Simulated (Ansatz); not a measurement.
## Preparing SiO2 (P3_221) as a host crystal

Aim: the runs on the perfect crystal SiO2 (P3_221) that a defect calculation needs first.

Main program and level: Ansatz 0.2.0; plane-wave PAW DFT, PBEsol; relaxation of the host's cell and atoms, in the first sound run; inputs show where later runs differ.

Most raw output is cut from this account.

### 1. The structure

The structure is trigonal, space group P3_221 (No. 154). Conventional cell: a = 4.917 Å, b = 4.917 Å, c = 5.432 Å, α = 90.00°, β = 90.00°, γ = 120.00°. Nearest to Si lie 4 O at 1.61 to 1.62 Å. Nearest to O lie 2 Si at 1.61 to 1.62 Å. Farther neighbours and most contacts between anions are not listed.

### 2. Host cell relaxation

Cell and atoms are relaxed together, until forces and stress fall under their thresholds.

cell/input.yaml reads:

```yaml
crystal:
  lattice:
    - [4.9165578, 0.0, 0.0]
    - [-2.4582789, 4.257864, 0.0]
    - [0.0, 0.0, 5.4316253]
  atoms:
    - { symbol: Si, position: [0.0, 0.46879823, 0.33333333] }
    - { symbol: Si, position: [0.53120177, 0.53120177, 0.0] }
    - { symbol: Si, position: [0.46879823, 0.0, 0.66666667] }
    - { symbol: O, position: [0.14453836, 0.73143979, 0.5478196] }
    - { symbol: O, position: [0.58690143, 0.85546164, 0.88115293] }
    - { symbol: O, position: [0.26856021, 0.41309857, 0.21448627] }
    - { symbol: O, position: [0.41309857, 0.26856021, 0.78551373] }
    - { symbol: O, position: [0.85546164, 0.58690143, 0.11884707] }
    - { symbol: O, position: [0.73143979, 0.14453836, 0.4521804] }
basis:
  ecutwfc: 420
  xc_grid: 2
hamiltonian:
  xc: pbesol
kpoints:
  mp_grid: { grid: [7, 7, 5] }
scf:
  occupations: { method: fixed }
  max_iter: 100
relax:
  f_tol: 0.005
  max_steps: 60
  cell: {}
output:
  forces: true
  stress: true
checkpoint:
  write: "../cell.run"
  compress: false
  write_wavefunctions: false
  write_every: 100000
```

Launch:

```console
$ ansatz run input.yaml --threads 8 --pin off --max-ram 22609MiB --backend cpu --events-out ev --progress --plain --runs-dir out
```

Wall time 8.7 s (8 threads of Arm Neoverse V2, shared host); peak memory 0.5 GiB; 62 s of CPU time.

The steps of the relaxation:

| step | energy less that of the first step (eV) | largest force component (eV/Å) | pressure (GPa) | volume (Å³) |
| --- | --- | --- | --- | --- |
| 1 | 0.0000 | 0.1524 | 2.64 | 113.71 |
| 2 | -0.0064 | 0.0941 | 1.37 | 114.48 |
| 3 | -0.0070 | 0.0280 | -0.01 | 115.32 |
| 4 | -0.0079 | 0.0030 | 0.00 | 115.16 |
| 5 | -0.0139 | 0.0029 | 0.10 | 115.16 |
| 6 | -0.0131 | 0.0014 | 0.01 | 115.37 |
| 7* | -0.0141 | 0.0014 | 0.02 | 115.37 |

Relaxation steps marked * repeat the geometry before them on a plane-wave basis chosen anew for their cell, so energy and pressure can jump there. The log counts 2 steps on a newly chosen plane-wave basis, not all of them marked here; energy and pressure can jump at such steps.

Forces are held to the 6 operations that the run works with; a distortion that breaks them can't arise in this run.

| conventional cell, symmetrised | before | after | change |
| --- | --- | --- | --- |
| a (Å) | 4.917 | 4.948 | +0.6 % |
| b (Å) | 4.917 | 4.948 | +0.6 % |
| c (Å) | 5.432 | 5.441 | +0.2 % |
| volume (Å³/atom) | 12.63 | 12.82 | +1.5 % |

This step gave:

| Quantity | Value |
| --- | --- |
| pressure | 0.01938 GPa |

The relaxation ends with a largest force component of 0.0014 eV/Å and a pressure of 0.02 GPa.

### 3. Dielectric tensors of the host

The response to a uniform electric field gives the electronic dielectric tensor.

This step: plane-wave PAW DFPT, PBEsol; dielectric tensors, Born charges and zone-centre modes of the host (Ansatz 0.2.0).

eps/input.yaml reads:

```yaml
crystal:
  lattice:
    - [4.947986669, 0.0, 0.0]
    - [-2.4739933345, 4.2850821529, 0.0]
    - [0.0, 0.0, 5.4412392106]
  atoms:
    - { symbol: Si, position: [0.0, 0.4703743106, 0.3333333333] }
    - { symbol: Si, position: [0.5296256894, 0.5296256894, 0.0] }
    - { symbol: Si, position: [0.4703743106, 0.0, 0.6666666667] }
    - { symbol: O, position: [0.1456077969, 0.7330649655, 0.5478064873] }
    - { symbol: O, position: [0.5874571686, 0.8543922031, 0.8811398207] }
    - { symbol: O, position: [0.2669350345, 0.4125428314, 0.214473154] }
    - { symbol: O, position: [0.4125428314, 0.2669350345, 0.785526846] }
    - { symbol: O, position: [0.8543922031, 0.5874571686, 0.1188601793] }
    - { symbol: O, position: [0.7330649655, 0.1456077969, 0.4521935127] }
basis:
  ecutwfc: 420
hamiltonian:
  xc: pbesol
kpoints:
  mp_grid: { grid: [6, 6, 5] }
scf:
  occupations: { method: fixed }
  max_iter: 100
phonons:
  method: dfpt
  dielectric: true
  rigid_motions: translations
```

Wall time 56 s (8 threads); peak memory 1.7 GiB; 6.9 min of CPU time.

Electronic dielectric tensor:

```
2.49 0.00 0.00
0.00 2.49 0.00
0.00 0.00 2.52
```

Static dielectric tensor:

```
4.62 0.00 0.00
0.00 4.62 0.00
0.00 0.00 4.85
```

The principal values of the electronic dielectric tensor are 2.49, 2.49 and 2.52. The principal values of the static dielectric tensor are 4.62, 4.62 and 4.85.

### 4. Primitive cell on a dense mesh

A dense mesh gives the host's converged energy, against which the supercell's sampling is tested.

This step: plane-wave PAW DFT, PBEsol; single point of the host's primitive cell on a dense mesh (Ansatz 0.2.0).

dense/input.yaml, as its differences from eps/input.yaml of step 3:

```diff
@@ -17,2 +17,3 @@
   ecutwfc: 420
+  xc_grid: 2
 hamiltonian:
@@ -20,9 +21,5 @@
 kpoints:
-  mp_grid: { grid: [6, 6, 5] }
+  mp_grid: { grid: [7, 7, 5] }
 scf:
-  occupations: { method: fixed }
-  max_iter: 100
-phonons:
-  method: dfpt
-  dielectric: true
-  rigid_motions: translations
+  occupations: { method: fermi_dirac, width: 0.01 }
+  max_iter: 80
```

Wall time 1.4 s (8 threads); peak memory 0.47 GiB; 9.9 s of CPU time.

### 5. Self-consistent run

This step: plane-wave PAW DFT, PBEsol; single point of the defect-free supercell, a test of its k-points (Ansatz 0.2.0).

System of this step: SiO2 (P3_221). The cell holds 72 atoms: 24 Si and 48 O. Its edges and angles: a = 9.896 Å, b = 9.896 Å, c = 10.882 Å, α = 90.0°, β = 90.0°, γ = 120.0°.

pristine.sampling/input.yaml reads:

```yaml
crystal:
  lattice:
    - [9.895973338, 0.0, 0.0]
    - [-4.947986669, 8.5701643059, 0.0]
    - [0.0, 0.0, 10.8824784213]
  atoms:
    - { symbol: Si, position: [0.0, 0.2351871553, 0.1666666666] }
    - { symbol: Si, position: [0.2648128447, 0.2648128447, 0.0] }
    - { symbol: Si, position: [0.2351871553, 0.0, 0.3333333334] }
    - { symbol: O, position: [0.0728038984, 0.3665324828, 0.2739032436] }
    - { symbol: O, position: [0.2937285843, 0.4271961016, 0.4405699104] }
    - { symbol: O, position: [0.1334675172, 0.2062714157, 0.107236577] }
    - { symbol: O, position: [0.2062714157, 0.1334675172, 0.392763423] }
    - { symbol: O, position: [0.4271961016, 0.2937285843, 0.0594300896] }
[... 60 atom lines left out ...]
    - { symbol: O, position: [0.6334675172, 0.7062714157, 0.607236577] }
    - { symbol: O, position: [0.7062714157, 0.6334675172, 0.892763423] }
    - { symbol: O, position: [0.9271961016, 0.7937285843, 0.5594300896] }
    - { symbol: O, position: [0.8665324828, 0.5728038984, 0.7260967564] }
basis:
  ecutwfc: 420
  xc_grid: 2
hamiltonian:
  xc: pbesol
kpoints:
  mp_grid: { grid: [1, 1, 1], shift: [0.25, 0.25, 0.25] }
scf:
  occupations: { method: fermi_dirac, width: 0.01 }
  max_iter: 80
```

Elapsed: 5 s, on 8 threads; peak memory 1.5 GiB.

This step gave:

```yaml
energy_over_dense_mesh: -1.36e-4 eV/atom
```

### 6. Defect free supercell relaxed from its symmetric sites

This cell, the one that will hold the defects, is built from the relaxed host. Its coarser k-points can move the atoms a little, so it is relaxed from the symmetric sites, as the reference for the test of stability.

This step: plane-wave PAW DFT, PBEsol; relaxation of the defect-free supercell from its symmetric sites (Ansatz 0.2.0).

pristine.symmetric/input.yaml, as its differences from pristine.sampling/input.yaml of step 5:

```diff
@@ -88 +88,12 @@
   max_iter: 80
+output:
+  forces: true
+relax:
+  f_tol: 0.01
+  max_steps: 60
+  escape_saddle: false
+checkpoint:
+  write: "../pristine.symmetric.run"
+  compress: false
+  write_wavefunctions: false
+  write_every: 100000
```

Run time: 7.7 s. Hardware: 8 threads; peak memory 1.5 GiB; 55 s of CPU time.

Hardly anything moved in the relaxation; the energy changed by under 0.2 meV an atom.

### 7. Defect free supercell relaxed from displaced atoms

This step: plane-wave PAW DFT, PBEsol; relaxation of the defect-free supercell from random displacements, a test of the host's stability (Ansatz 0.2.0).

pristine.rattled/input.yaml, as its differences from pristine.symmetric/input.yaml of step 6:

```diff
@@ -92,6 +92,6 @@
   f_tol: 0.01
-  max_steps: 60
-  escape_saddle: false
+  max_steps: 120
+  random_displacement: { amplitude: 0.08, seed: 6340 }
 checkpoint:
-  write: "../pristine.symmetric.run"
+  write: "../pristine.rattled.run"
   compress: false
```

Run time: 26 s. Hardware: 8 threads; peak memory 1.6 GiB.

Step by step:

| step | energy less that of the first step (eV) | largest force component (eV/Å) |
| --- | --- | --- |
| 1 | 0.0000 | 6.7516 |
| 2 | -4.8220 | 3.8073 |
| 3 | -8.1117 | 0.0992 |
| 4 | -8.1237 | 0.0066 |
| 5 | -8.1237 | 0.0066 |

The relaxation ends 113 meV an atom lower than the displaced start, with a largest force component of 0.0066 eV/Å.

### 8. Summary of results

```json
{
  "primitive cell vectors, lengths": "4.948, 4.948, 5.441 Å",
  "electronic dielectric constant": "principal values (2.49, 2.49, 2.52)",
  "static dielectric constant": "principal values (4.62, 4.62, 4.85)",
  "gap on the k-mesh of the response run (PBEsol)": "5.72 eV",
  "supercell relaxed in its symmetry less the displaced and relaxed one": "0.000 eV",
  "energy an atom at one point at (¼, ¼, ¼) less that on the dense mesh": "0.000 eV"
}
```

**Reading.** Step 7: The energy fell by 8.124 eV from the randomly displaced start; against the sites as typed, O34 ends farthest off, by 0.01 Å, once the mean shift is taken out. The displaced cell ends within 0.01 eV of the symmetric one relaxed in its symmetry, so no lower structure shows in this supercell. The k-mesh can miss the band edges, so this gap is an upper bound at this level. All at zero temperature.

[Logs are printed without paths, hosts, clocks, repeated set-up lines and the standing remarks that a program may print on its own settings, such as how far it seeks lower states.]

[Hosts, paths, dates, database ids (printed as entryN), source tags and the programs' standing remarks are cut or masked in the printed files.]

[Runs of the host that timed out are not shown.]

[For some hosts the program warned that the k-mesh of the response run may be too coarse for force constants and the static dielectric constant; such warnings are not always shown.]
